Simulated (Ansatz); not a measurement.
Clean, relaxed (101) surface of Sn, space group I4/mmm (No. 139) (top face towards +c; atoms held fixed, by place in the list: 1):

```yaml
crystal:
  lattice:
    - [3.23465, 0.00000, 0.00000]
    - [-1.61733, 3.00604, 0.00000]
    - [0.00000, 0.00000, 22.45316]
  atoms:
    - { symbol: Sn, position: [0.28947, 0.57894, 0.37857] }
    - { symbol: Sn, position: [0.60681, 0.21362, 0.49320] }
    - { symbol: Sn, position: [0.92360, 0.84720, 0.60787] }
```

All numbers below come from DFT PBEsol, scalar-relativistic, plane waves, PAW (Ansatz). Plane waves to 420 eV, a k mesh through Γ of 10×10×1 on the computed 3-atom cell and Gaussian smearing (0.10 eV); no spin polarisation. A dipole correction removes the field between periodic images along c.

OH is adsorbed on the top face, one adsorbate per 9.7 Å², and relaxed from 3 starting sites (fractions of a and b). E_ads counts from the clean slab and the free adsorbate (spin-polarised where it has unpaired electrons); negative means bound. Heights count from the highest slab atom after relaxation. Δφ is the top face's. Δp counts per cell along +c. Bonded neighbours lie within 1.25 times the sum of covalent radii (1.35 for H) and, on that scale, within 12 % of the closest. With the adsorbate the cell is lengthened along c to keep the vacuum.

```json
{"start": "top (Sn) at (0.92, 0.85)", "ends at": "(0.46, 0.39), 2 bonded neighbours (Sn)", "E_ads (eV)": "-3.31", "height (Å)": "1.57", "shortest contact": "O–Sn 2.28 Å", "Δφ (eV)": "-0.25", "Δp (e·Å)": "+0.021", "whole?": "yes"}
{"start": "hollow (Sn-Sn-Sn) at (0.26, 0.51)", "ends at": "(0.39, 0.78), 2 bonded neighbours (Sn)", "E_ads (eV)": "-3.34", "height (Å)": "1.61", "shortest contact": "O–Sn 2.29 Å", "Δφ (eV)": "-0.20", "Δp (e·Å)": "+0.020", "whole?": "yes"}
{"start": "bridge (Sn-Sn) at (0.42, 0.85)", "ends at": "(0.38, 0.78), 2 bonded neighbours (Sn)", "E_ads (eV)": "-3.34", "height (Å)": "1.61", "shortest contact": "O–Sn 2.29 Å", "Δφ (eV)": "-0.23", "Δp (e·Å)": "+0.022", "whole?": "yes"}
```

Among the sites tried, the lowest end comes from the hollow (Sn-Sn-Sn) at (0.26, 0.51) start; the bridge (Sn-Sn) at (0.42, 0.85) start ended within 0.02 eV of it, though not always at the same place; other sites may lie lower.

Each end is the local minimum or symmetric point that its start leads to. The slab is only 5.5 Å thick, so the energies aren't converged with thickness.

For at least one of the starts the bottom face's work function also shifts by over 0.1 eV: the slab is too thin to screen the adsorbate, so the work functions aren't converged with thickness.

Spin polarisation was left out, and a magnetic state may lie lower.

The reference crystal is a form of Sn, which isn't its usual structure.